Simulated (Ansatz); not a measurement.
# Ge (I4/mmm) in Ansatz: further runs, part 2 of 2

Ansatz 0.2.0. The steps go on from the part before.

### Step 4. Single point, PBE

Input file input.yaml:

```yaml
crystal:
  lattice:
    - [-1.60842, 1.60842, 1.87318]
    - [1.60842, -1.60842, 1.87318]
    - [1.60842, 1.60842, -1.87318]
  atoms:
    - { symbol: Ge, position: [0.5, 0.5, 0.0] }
hamiltonian:
  xc: pbe
  pseudopotentials: { kind: paw }
kpoints:
  mp_grid: { grid: [12, 12, 12] }
scf:
  occupations: { method: gaussian, width: 0.021 }
output:
  forces: true
  stress: true
  eigenvalues: true
```

Potentials or basis: Ansatz PAW.

Command:

```bash
$ ansatz run input.yaml --threads 2 --pin off --max-ram 5632MiB --backend cpu --events-out ev --progress --plain --runs-dir out
```

What it wrote:

```text
Warning: RAYON_NUM_THREADS=2 ignored (pool sized by the plan → 2); use --threads N
Engine: ansatz 0.2.0, x86_64-unknown-linux-gnu
Pseudopotentials: kind: paw
Pseudopotential: Ge, paw, valence charge 14, recommended cutoff 420 eV (normal), Ge.paw.azcp
Functional definition: PBE
  parameter kappa = 0.804
  parameter beta = 0.06672455060314922
  exchange = pbe_x(kappa = kappa, mu = beta*pi^2/3)
  correlation = pbe_c(beta = beta)
Crystal: 1 atoms, lattice volume = 19.384 Å³
Basis set: ecut = 420 eV, 363 PW (Γ), exchange–correlation on 40×40×40 points (8 copies of the dense FFT grid, shifted against one another)
Bands: 11, of which v1, the nominal top of the filled ones, is band 7 counted from 1 (6 counted from 0)
Symmetry: 16 space group operations
Space group: I4/mmm (ITA 139), of the structure as read, at distance tolerance 2.7e-5 Å
k-points: 163 of 1728
Non-local potential: Ge, projectors of the file, l = 0: 2, l = 1: 2, l = 2: 3, l = 3: 1
PAW form: soft (Blöchl's): semilocal exchange-correlation on the pseudo side does not see the compensation charge
PAW one-centre angular grid: Ge, 590 points (default); XC on 64 Gauss nodes
[... 23 lines left out ...]
  E_local      = -2148.866438  (includes V_loc(G=0)·N_el)
  E_nonlocal   = 414.694576
  E_hartree    = 938.052590
  E_xc         = -75.536021
  E_vxc        = -64.406384  (∫ρ·V_xc dr)
  E_paw        = -2015.749234  (= ΣΔE_a)
  E_vpaw       = -305.349136  (= ΣTr[D̂ρ^β])
  E_aug_tail   = 0.000324  (compensation charges beyond the density's cutoff)
  E_ewald      = -1517.167428
  E_smearing   = -0.000069  (= −TS)
  E_closure    = 0.000000  (closes the sum)
  Σ components = -4294.649590   (vs F -4294.649590, Δ=0.00e0)
--- Forces (eV/Å), atoms counted from 1 ---
  atom   1  Ge     0.00000000     0.00000000     0.00000000
  max |Σ_I F_I| component: 3.16e-30 eV/Å
--- Stress (GPa, compression-positive) ---
        0.525696       0.000000       0.000000
        0.000000       0.525696       0.000000
       -0.000000       0.000000       1.484075
  P = ⅓ Tr σ = 0.8452 GPa (8.452 kbar)
--- Band table (eV; the first three rows and the last of 163) ---
  k-point 0: bands = ["-14.0089", "-14.0089", "-13.9906", "-13.9572", "-13.9199", "-2.2309", "19.3169", "19.6188", "19.6188", "24.5418", "24.5418"]
  k-point 1: bands = ["-14.0115", "-14.0002", "-13.9899", "-13.9551", "-13.9212", "-2.0320", "18.5081", "18.6609", "19.1111", "23.1591", "25.0309"]
  k-point 2: bands = ["-14.0186", "-13.9897", "-13.9763", "-13.9495", "-13.9233", "-1.4355", "16.3485", "17.0612", "18.0426", "21.5415", "22.3084"]
  k-point 162: bands = ["-14.0371", "-14.0147", "-13.9094", "-13.8870", "-13.8870", "7.1874", "8.3182", "11.4911", "11.4911", "15.2170", "15.9960"]
```

Wall time 0.55 s (2 threads of Intel Xeon 6975P-C (Granite Rapids), shared host); peak memory 0.36 GiB.

Results:

- Free energy: -4294.6496 eV
- Pressure: 0.8 GPa
- Band gap on the k mesh: none (metal or under the smearing width)

Stress tensor (GPa, compression positive):
```
0.53 0.00 0.00
0.00 0.53 0.00
0.00 0.00 1.48
```

### Step 5. Single point, PBE

input.yaml: that of step 4 with these lines changed.

```diff
@@ -13,3 +13,3 @@
 scf:
-  occupations: { method: gaussian, width: 0.021 }
+  occupations: { method: gaussian, width: 0.022 }
 output:
```

Command:

```bash
$ ansatz run input.yaml --threads 2 --pin off --max-ram 5632MiB --backend cpu --events-out ev --progress --plain --runs-dir out
```

Run time: 0.55 s. Hardware: 2 threads of Intel Xeon 6975P-C (Granite Rapids), shared host; peak memory 0.35 GiB.

Results (log left out):

```
Free energy            : -4294.6496 eV
Pressure               : 0.8 GPa
Band gap on the k mesh : none (metal or under the smearing width)
```

Stress tensor (GPa, compression positive):
```
0.52 0.00 0.00
0.00 0.52 0.00
0.00 0.00 1.48
```

Levels at points of the mesh, in eV from the Fermi level:
```csv
k point,band 5,band 6,band 7,band 8,band 9,band 10
"(0.00, 0.00, 0.00)",-24.72,-13.04,8.51,8.81,8.81,13.74
"(0.00, 0.00, -0.50)",-24.68,-6.74,-4.86,3.08,4.57,7.66
"(0.00, -0.50, 0.00)",-24.70,-7.81,-5.40,5.04,7.27,10.22
"(-0.50, -0.50, -0.50)",-24.69,-3.62,-2.49,0.69,0.69,4.41
```

### Step 6. Single point, PBE

input.yaml: that of step 5 with these lines changed.

```diff
@@ -13,3 +13,3 @@
 scf:
-  occupations: { method: gaussian, width: 0.022 }
+  occupations: { method: gaussian, width: 0.023 }
 output:
```

Potentials or basis: Ansatz PAW.

Command:

```bash
$ ansatz run input.yaml --threads 2 --pin off --max-ram 5632MiB --backend cpu --events-out ev --progress --plain --runs-dir out
```

What it wrote:

```text
Warning: RAYON_NUM_THREADS=2 ignored (pool sized by the plan → 2); use --threads N
Engine: ansatz 0.2.0, x86_64-unknown-linux-gnu
Pseudopotentials: kind: paw
Pseudopotential: Ge, paw, valence charge 14, recommended cutoff 420 eV (normal), Ge.paw.azcp
Functional definition: PBE
  parameter kappa = 0.804
  parameter beta = 0.06672455060314922
  exchange = pbe_x(kappa = kappa, mu = beta*pi^2/3)
  correlation = pbe_c(beta = beta)
Crystal: 1 atoms, lattice volume = 19.384 Å³
Basis set: ecut = 420 eV, 363 PW (Γ), exchange–correlation on 40×40×40 points (8 copies of the dense FFT grid, shifted against one another)
Bands: 11, of which v1, the nominal top of the filled ones, is band 7 counted from 1 (6 counted from 0)
Symmetry: 16 space group operations
Space group: I4/mmm (ITA 139), of the structure as read, at distance tolerance 2.7e-5 Å
k-points: 163 of 1728
Non-local potential: Ge, projectors of the file, l = 0: 2, l = 1: 2, l = 2: 3, l = 3: 1
PAW form: soft (Blöchl's): semilocal exchange-correlation on the pseudo side does not see the compensation charge
PAW one-centre angular grid: Ge, 590 points (default); XC on 64 Gauss nodes
[... 21 lines left out ...]
  E_band       = -117.898635
  E_kinetic    = 109.921839
  E_local      = -2148.865910  (includes V_loc(G=0)·N_el)
  E_nonlocal   = 414.695024
  E_hartree    = 938.052313
  E_xc         = -75.535791
  E_vxc        = -64.406121  (∫ρ·V_xc dr)
  E_paw        = -2015.749887  (= ΣΔE_a)
  E_vpaw       = -305.350308  (= ΣTr[D̂ρ^β])
  E_aug_tail   = 0.000324  (compensation charges beyond the density's cutoff)
  E_ewald      = -1517.167428
  E_smearing   = -0.000081  (= −TS)
  E_closure    = -0.000000  (closes the sum)
  Σ components = -4294.649597   (vs F -4294.649597, Δ=0.00e0)
--- Forces (eV/Å), atoms counted from 1 ---
  atom   1  Ge     0.00000000     0.00000000    -0.00000000
  max |Σ_I F_I| component: 9.47e-30 eV/Å
--- Stress (GPa, compression-positive) ---
        0.523648       0.000000       0.000000
        0.000000       0.523648      -0.000000
       -0.000000      -0.000000       1.478769
  P = ⅓ Tr σ = 0.8420 GPa (8.420 kbar)
--- Band table (eV; the first three rows and the last of 163) ---
  k-point 0: bands = ["-14.0090", "-14.0090", "-13.9907", "-13.9572", "-13.9200", "-2.2309", "19.3169", "19.6188", "19.6188", "24.5418", "24.5418"]
  k-point 1: bands = ["-14.0116", "-14.0003", "-13.9900", "-13.9552", "-13.9212", "-2.0320", "18.5081", "18.6608", "19.1111", "23.1591", "25.0309"]
  k-point 2: bands = ["-14.0187", "-13.9898", "-13.9764", "-13.9496", "-13.9234", "-1.4355", "16.3485", "17.0612", "18.0426", "21.5415", "22.3084"]
  k-point 162: bands = ["-14.0372", "-14.0148", "-13.9095", "-13.8871", "-13.8871", "7.1873", "8.3182", "11.4911", "11.4911", "15.2170", "15.9960"]
```

Wall time 0.55 s (2 threads of Intel Xeon 6975P-C (Granite Rapids), shared host); peak memory 0.35 GiB.

What came out:

```yaml
Free_energy: -4294.6496 eV
Pressure: 0.8 GPa
Band_gap_on_the_k_mesh: none (metal or under the smearing width)
```

### Step 7. The runs side by side

```tsv
smearing	gap on the mesh (eV)	pressure (GPa)
gaussian 0.019 eV	none	0.8
gaussian 0.02 eV	none	0.8
gaussian 0.021 eV	none	0.8
gaussian 0.022 eV	none	0.8
gaussian 0.023 eV	none	0.8
```

Alike in all rows: task single point; level PBE; potentials or basis Ansatz PAW; no spin polarisation; cell as given; k mesh 12 × 12 × 12; cutoff (eV) 420.

Every run on the cell as given and a fine mesh finds a metal.

Absolute energies hang on the potentials; compare differences alone.
